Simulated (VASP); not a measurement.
Output of a VASP run:

### OUTCAR
```
 ion  position               nearest neighbor table
   1  0.000  0.000  0.000-   2 2.64   2 2.64   2 2.64   2 2.64
   2  0.250  0.250  0.250-   1 2.64   1 2.64   1 2.64   1 2.64
  LATTYP: Found a face centered cubic cell.
 ALAT       =     6.1000000000
 Subroutine PRICEL returns:
 Original cell was already a primitive cell.
 Subroutine GETGRP returns: Found 24 space group operations
The static configuration has the point symmetry T_d .
The dynamic configuration has the point symmetry T_d .
 Subroutine INISYM returns: Found 24 space group operations
 Subroutine IBZKPT returns following result:
 Found     10 irreducible k-points:

 Following reciprocal coordinates:
            Coordinates               Weight
  0.000000  0.000000  0.000000      1.000000
  0.200000  0.000000  0.000000      8.000000
  0.400000  0.000000  0.000000      8.000000
  0.200000  0.200000  0.000000      6.000000
  0.400000  0.200000  0.000000     24.000000
 -0.400000  0.200000  0.000000     24.000000
 -0.200000  0.200000  0.000000     12.000000
  0.400000  0.400000  0.000000      6.000000
 -0.400000  0.400000  0.000000     12.000000
 -0.400000  0.400000  0.200000     24.000000
   k-points           NKPTS =     10   k-points in BZ     NKDIM =     10   number of bands    NBANDS=     13
   number of dos      NEDOS =    301   number of ions     NIONS =      2
   total plane-waves  NPLWV =  21952
   dimension x,y,z NGX =    28 NGY =   28 NGZ =   28
   dimension x,y,z NGXF=    56 NGYF=   56 NGZF=   56
   ions per type =               1   1
   PREC   = accura    normal or accurate (medium, high low for compatibility)
   ISTART =      0    job   : 0-new  1-cont  2-samecut
   ICHARG =      2    charge: 1-file 2-atom 10-const
   ISPIN  =      1    spin polarized calculation?
   LNONCOLLINEAR =      F non collinear calculations
   LSORBIT =      F    spin-orbit coupling
   INIWAV =      1    electr: 0-lowe 1-rand  2-diag
   ENCUT  =  400.0 eV  29.40 Ry    5.42 a.u.   7.03  7.03  7.03*2*pi/ulx,y,z
   NELM   =    100;   NELMIN=  2; NELMDL= -5     # of ELM steps
   EDIFF  = 0.1E-05   stopping-criterion for ELM
   LREAL  =      F    real-space projection
   NLSPLINE    = F    spline interpolate recip. space projectors
   LMAXMIX     =    4 max onsite mixed and CHGCAR
   VOSKOWN=      0    Vosko Wilk Nusair interpolation
   EDIFFG = 0.1E-04   stopping-criterion for IOM
   NSW    =      0    number of steps for IOM
   NBLOCK =      1;   KBLOCK =      1    inner block; outer block
   IBRION =     -1    ionic relax: 0-MD 1-quasi-New 2-CG
   NFREE  =      0    steps in history (QN), initial steepest desc. (CG)
   ISIF   =      2    stress and relaxation
   ISYM   =      2    0-nonsym 1-usesym 2-fastsym
   TEIN   =    0.0    initial temperature
   TEBEG  =    0.0;   TEEND  =   0.0 temperature during run
   SMASS  =  -3.00    Nose mass-parameter (am)
   PSTRESS=    0.0 pullay stress
   NELECT =      18.0000    total number of electrons
   EFERMI =   0.00;   METHOD = LEGACY
   ISMEAR =     0;   SIGMA  =   0.05  broadening in eV -4-tet -1-fermi 0-gaus
   IALGO  =     38    algorithm
   LDIAG  =      T    sub-space diagonalisation (order eigenvalues)
   IMIX   =      4    mixing-type and parameters
     AMIX     =   0.40;   BMIX     =  1.00
     AMIX_MAG =   1.60;   BMIX_MAG =  1.00
     AMIN     =   0.10
   GGA     = PE    functional components
   VOSKOWN =     0    Vosko Wilk Nusair interpolation
   LHFCALC =     F    Hartree Fock is set to
   LHFONE  =     F    Hartree Fock one center treatment
   AEXX    =    0.0000 exact exchange contribution
   IVDW    =     0    specifies the selected vdW correction
   LEPSILON=     F    determine dielectric tensor
   LRPA    =     F    only Hartree local field effects (RPA)
  energy-cutoff  :      400.00
  volume of cell :       56.75
      direct lattice vectors                 reciprocal lattice vectors
     0.000000000  3.050000000  3.050000000    -0.163934426  0.163934426  0.163934426
     3.050000000  0.000000000  3.050000000     0.163934426 -0.163934426  0.163934426
     3.050000000  3.050000000  0.000000000     0.163934426  0.163934426 -0.163934426
...
```

OSZICAR:
```
       N       E                     dE             d eps       ncg     rms          rms(c)
DAV:   1     0.705725306824E+02    0.70573E+02   -0.72090E+03   260   0.121E+03
DAV:   2    -0.164667817183E+01   -0.72219E+02   -0.70222E+02   275   0.231E+02
DAV:   3    -0.527874817506E+01   -0.36321E+01   -0.36183E+01   325   0.558E+01
DAV:   4    -0.532644128450E+01   -0.47693E-01   -0.47681E-01   354   0.612E+00
DAV:   5    -0.532710293040E+01   -0.66165E-03   -0.66164E-03   325   0.528E-01    0.479E+00
DAV:   6    -0.515772872883E+01    0.16937E+00   -0.59878E-01   323   0.228E+01    0.374E+00
DAV:   7    -0.514700315454E+01    0.10726E-01   -0.12136E-01   305   0.394E+00    0.152E+00
DAV:   8    -0.514706937897E+01   -0.66224E-04   -0.47999E-03   318   0.701E-01    0.398E-01
DAV:   9    -0.514732303571E+01   -0.25366E-03   -0.10584E-03   280   0.338E-01    0.131E-01
DAV:  10    -0.514734882393E+01   -0.25788E-04   -0.85697E-05   328   0.925E-02    0.939E-02
DAV:  11    -0.514740946602E+01   -0.60642E-04   -0.10361E-04   280   0.651E-02    0.496E-02
DAV:  12    -0.514741039626E+01   -0.93023E-06   -0.32406E-06   305   0.197E-02
   1 F= -.51474104E+01 E0= -.51474104E+01  d E =-.103574E-15
```

### OUTCAR
```
------------------------ aborting loop because EDIFF is reached ----------------------------------------
  FORCE on cell =-STRESS in cart. coord.  units (eV):
  Direction    XX          YY          ZZ          XY          YZ          ZX
  --------------------------------------------------------------------------------------
  Total        0.6727691      0.6727691      0.6727691     -0.0000000     -0.0000000     -0.0000000
  in kB       18.9953414     18.9953414     18.9953414     -0.0000000     -0.0000000     -0.0000000
  external PRESSURE =      18.9953414 kB  Pullay stress =       0.0000000 kB
  volume of cell :       56.75
      direct lattice vectors                 reciprocal lattice vectors
     0.000000000  3.050000000  3.050000000    -0.163934426  0.163934426  0.163934426
     3.050000000  0.000000000  3.050000000     0.163934426 -0.163934426  0.163934426
     3.050000000  3.050000000  0.000000000     0.163934426  0.163934426 -0.163934426
 POSITION                                       TOTAL-FORCE (eV/Angst)
 -----------------------------------------------------------------------------------
      0.00000      0.00000      0.00000         0.000000     -0.000000      0.000000
      1.52500      1.52500      1.52500        -0.000000      0.000000     -0.000000
 -----------------------------------------------------------------------------------
    total drift:                               -0.000003     -0.000003     -0.000004
  FREE ENERGIE OF THE ION-ELECTRON SYSTEM (eV)
  ---------------------------------------------------
  free  energy   TOTEN  =        -5.1474103963 eV

  energy  without entropy=       -5.1474103963  energy(sigma->0) =       -5.14741040
```
(Selected blocks of OUTCAR.)

### POSCAR
```
ZnTe
1
    0.0000000000     3.0500000000     3.0500000000
    3.0500000000     0.0000000000     3.0500000000
    3.0500000000     3.0500000000     0.0000000000
Zn Te
1 1
Direct
  0.0000000000   0.0000000000   0.0000000000
  0.2500000000   0.2500000000   0.2500000000
```

### Question
Reconstruct the remaining input files.

### Answer
This is not unique; one that fits is the input of the run itself, PBE GGA, plane waves, VASP's PBE PAW potentials (set 64).

### KPOINTS
```
kpoints
0
G
5 5 5
0 0 0
```

**INCAR**
```
# general
SYSTEM =ZnTe
PREC   =Accurate
ENCUT  =400   # plane-wave cut-off (eV)
LREAL  =F
LASPH  =T   # aspherical one-centre terms

# electronic loop
EDIFF  =1E-6
NELM   =100   # most electronic steps
ALGO   =Normal   # blocked Davidson
LMAXMIX=4

# smearing
ISMEAR =0   # Gaussian
SIGMA  =0.05

# functional
GGA    =PE   # PBE

# ions
ISIF   =2

# output
LWAVE  =F
LCHARG =F
```

POTCAR, in this order: Zn Te (PBE.64 set). Program: vasp_std.

The compound is ZnTe in the zinc blende structure. The cell was not relaxed at this level. The run is one of a series of settings (KPOINTS 5×5×5 Γ-centred mesh against the base run), some of them coarse on purpose.
